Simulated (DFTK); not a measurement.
# Ge (Fd-3m) in DFTK: single point with PBEsol

Aim: the single point of Ge with PBEsol.

Everything below comes from runs of DFTK 0.8.2. Logs are shortened: lines on timing, memory, paths and dates and some standing lists are left out, and cuts for length are marked.

### 1 The undisturbed crystal

It takes space group Fd-3m (No. 227, cubic). The conventional cell has a = 5.658 Å, b = 5.658 Å, c = 5.658 Å, α = 90.00°, β = 90.00°, γ = 90.00°. Ge (site symmetry -43m) has 4 Ge at 2.45 Å as nearest neighbours.

### 2 Single point, PBEsol (atoms moved at random, drawn with an rms of 0.05 Å)

File run.jl:

```julia
using DFTK
using PseudoPotentialData
using Unitful, UnitfulAtomic
using LinearAlgebra, Printf
include("save.jl")
disable_threading()

# lattice vectors are the columns
lattice = austrip(1u"Å") * [           0.0        2.82891        2.82891;
                  2.82891            0.0        2.82891;
                  2.82891        2.82891            0.0]
symbols   = [:Ge, :Ge]
positions = [[0.760966, 0.733256, 0.753339],
             [0.493445, 0.489395, 0.51015]]
pseudopotentials = PseudoFamily("dojo.nc.sr.pbesol.v0_4_1.standard.upf")
elements = Dict(s => ElementPsp(s, pseudopotentials) for s in unique(symbols))
atoms    = [elements[s] for s in symbols]

build_model(lattice, positions; symmetries=true) =
    model_DFT(lattice, atoms, positions;
              functionals=PBEsol(),
              temperature=austrip(0.05u"eV"),
              smearing=Smearing.FermiDirac(),
              symmetries)
Ecut  = 39.0  # hartree
kgrid = [8, 8, 8]
tol   = 1e-6
to_GPa = ustrip(uconvert(u"GPa", 1u"hartree/bohr^3"))

model = build_model(lattice, positions)
basis = PlaneWaveBasis(model; Ecut, kgrid)
display(basis)
scfres = self_consistent_field(basis;
                               tol,
                               nbandsalg=AdaptiveBands(model; n_bands_converge=19))
display(scfres.energies)
@printf "Fermi level: %.6f eV\n" ustrip(auconvert(u"eV", something(scfres.εF, NaN)))
forces = compute_forces_cart(scfres)
println("Forces (eV/Å)")
for (s, f) in zip(symbols, forces)
    @printf "%-3s %12.6f %12.6f %12.6f\n" s ustrip.(auconvert.(u"eV/Å", f))...
end
stress = compute_stresses_cart(scfres)
println("Stress (GPa)")
display(round.(stress * to_GPa; digits=4))
println("Levels at the first k-point (eV): ", round.(ustrip.(auconvert.(u"eV", scfres.eigenvalues[1][1:scfres.n_bands_converge])); digits=4))
save_scf!(scfres; forces, stress)
```

Potentials or basis: dojo.nc.sr.pbesol.v0_4_1.standard.upf (PBEsol).

Run with:

```console
$ julia --threads=1 run.jl  # save.jl only writes the numbers to a file and isn't shown; printed stress counts tension as positive; times include loading and compiling
```

Log:

```text
PlaneWaveBasis discretization:

    Ecut                 : 39.0 Ha
    fft_size             : (45, 45, 45), 91125 total points
    kgrid                : MonkhorstPack([8, 8, 8])
    num.   red. kpoints  : 512
    num. irred. kpoints  : 512

    Discretized Model(gga_x_pbe_sol+gga_c_pbe_sol, 3D):
        lattice (in Bohr)    : [0         , 5.34587   , 5.34587   ]
                               [5.34587   , 0         , 5.34587   ]
                               [5.34587   , 5.34587   , 0         ]
        unit cell volume     : 305.55 Bohr³

        atoms                : Ge₂
        pseudopot. family    : PseudoFamily("dojo.nc.sr.pbesol.v0_4_1.standard.upf")

        num. electrons       : 28
        spin polarization    : none
        temperature          : 0.0018375 Ha
        smearing             : DFTK.Smearing.FermiDirac()

        terms                : Kinetic()
                               AtomicLocal()
                               AtomicNonlocal()
                               Ewald(nothing)
                               PspCorrection()
                               Hartree()
                               Xc(gga_x_pbe_sol, gga_c_pbe_sol)
                               Entropy()
n     Energy            log10(ΔE)   log10(Δρ)   Diag   Δtime
---   ---------------   ---------   ---------   ----   ------
  1   -178.3998412179                   -0.99    4.2    89.2s
  2   -178.4018972962       -2.69       -1.48    1.0    39.9s
  3   -178.4022820671       -3.41       -1.87    2.1    60.8s
  4   -178.4023063724       -4.61       -2.14    1.0    41.7s
  5   -178.4023151033       -5.06       -2.68    1.0    41.5s
  6   -178.4023164336       -5.88       -2.90    2.1    57.4s
  7   -178.4023167812       -6.46       -4.17    1.0    40.5s
  8   -178.4023168118       -7.51       -4.13    3.7    81.6s
  9   -178.4023168122       -9.41       -4.72    1.0    41.6s
 10   -178.4023168119   +   -9.59       -4.44    2.0    60.3s
 11   -178.4023168122       -9.52       -5.01    1.0    39.6s
 12   -178.4023168122      -10.59       -5.44    1.0    39.8s
 13   -178.4023168122      -10.97       -5.88    2.0    60.9s
 14   -178.4023168122      -12.94       -5.95    2.0    60.5s
 15   -178.4023168122      -12.64       -6.53    1.0    38.2s
Energy breakdown (in Ha):
    Kinetic             133.9748029
    AtomicLocal         -137.1022863
    AtomicNonlocal      -94.3202770
    Ewald               -98.7334384
    PspCorrection       5.6572544
    Hartree             55.3141915
    Xc                  -43.1925300
    Entropy             -0.0000338

    total               -178.402316812235
Fermi level: 3.950436 eV
Forces (eV/Å)
Ge      0.431922    -0.368356    -0.387197
Ge     -0.431925     0.368358     0.387202
Stress (GPa)
3×3 StaticArraysCore.SMatrix{3, 3, Float64, 9} with indices SOneTo(3)×SOneTo(3):
 -0.7639   1.0836   1.0271
  1.0836  -0.7839  -1.2167
  1.0271  -1.2167  -0.7783
Levels at the first k-point (eV): [-20.9609, -20.9278, -20.9257, -20.9022, -20.9021, -20.6927, -20.6924, -20.6851, -20.6774, -20.6773, -8.8805, 3.6121, 3.9011, 4.0566, 4.0908, 6.3167, 6.3414, 6.6886, 10.15]
```

Run time: 19 min. Hardware: 1 thread of AMD EPYC 9R45 (Zen 5), shared host; peak memory 7.4 GiB.

What came out:

| Property | Result |
| --- | --- |
| Free energy | -4854.5743 eV |
| Pressure | 0.8 GPa |
| Largest force | 0.687 eV/Å |
| Band gap on the k mesh | none (metal or under the smearing width) |

Forces on the atoms (eV/Å):
```
Ge   0.432 -0.368 -0.387
Ge  -0.432  0.368  0.387
```

Levels at points of the mesh, in eV from the Fermi level:
```
              k point  band 10  band 11  band 12  band 13  band 14  band 15  band 16  band 17  band 18  band 19
   (0.00, 0.00, 0.00)   -24.63   -12.83    -0.34    -0.05     0.11     0.14     2.37     2.39     2.74     6.20
  (-0.50, 0.00, 0.00)   -24.59   -10.60    -7.95    -1.42    -1.40     0.23     3.73     3.77     7.03    10.11
  (0.00, -0.50, 0.00)   -24.60   -10.78    -7.56    -1.61    -1.28     0.03     3.42     3.88     6.92    10.50
 (-0.50, -0.50, 0.00)   -24.58    -9.06    -8.82    -3.16    -3.07     0.53     0.72     9.38     9.53    11.31
  (0.00, 0.00, -0.50)   -24.60   -10.78    -7.55    -1.61    -1.29     0.03     3.42     3.87     6.92    10.51
 (-0.50, 0.00, -0.50)   -24.58    -9.05    -8.83    -3.15    -3.08     0.54     0.72     9.39     9.53    11.32
 (0.00, -0.50, -0.50)   -24.58    -9.07    -8.80    -3.16    -3.07     0.52     0.73     9.37     9.54    11.30
(-0.50, -0.50, -0.50)   -24.60   -10.77    -7.58    -1.61    -1.28     0.05     3.42     3.89     6.93    10.47
```
